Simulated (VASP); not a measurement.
Sb under changes of volume

One of the cells (27.501 Å³/atom); the others are scaled copies at fixed shape and fractional positions:

```
Sb
1.0
    -1.58698    1.58698    2.72990
     1.58698   -1.58698    2.72990
     1.58698    1.58698   -2.72990
Sb
1
Cartesian
  0.0000 0.0000 0.0000
```

This isn't the form of Sb at room conditions, which is rhombohedral.

- Program: VASP 6.6.1
- Functional: PBE
- Potentials or basis: VASP PAW PBE potentials, release 64 (Sb)
- Cutoff: 520 eV
- k mesh: 12 × 12 × 12
- Occupations: fermi-dirac, width 0.05 eV
- Spin: no spin polarisation

| volume (Å³/atom) | energy over the lowest point (meV/atom) | pressure (GPa) |
| --- | --- | --- |
| 25.344 | 42.94 | 6.5 |
| 25.883 | ? | ? |
| 26.423 | 11.28 | 3.1 |
| 27.501 | 0.00 | 0.4 |
| 28.040 | 0.70 | -0.7 |
| 28.580 | 5.04 | -1.8 |

Problem. What does the run at 25.883 Å³/atom give?

Solution. Energy over the lowest point 24.27 meV/atom; pressure 4.7 GPa.

Worked out: A Birch-Murnaghan fit of order 3 (a polynomial in V^(-2/3)) to the other rows has its minimum at 27.67 Å³/atom with B0 = V·E''(V) = 60 GPa and B' = 4.7 at fixed shape and positions, which overstates the stiffness. It gives 24.28 meV/atom at 25.883 Å³/atom, against the run's 24.27, and -dE/dV = 4.7 GPa, against 4.7.

Energies are extrapolated to zero smearing.
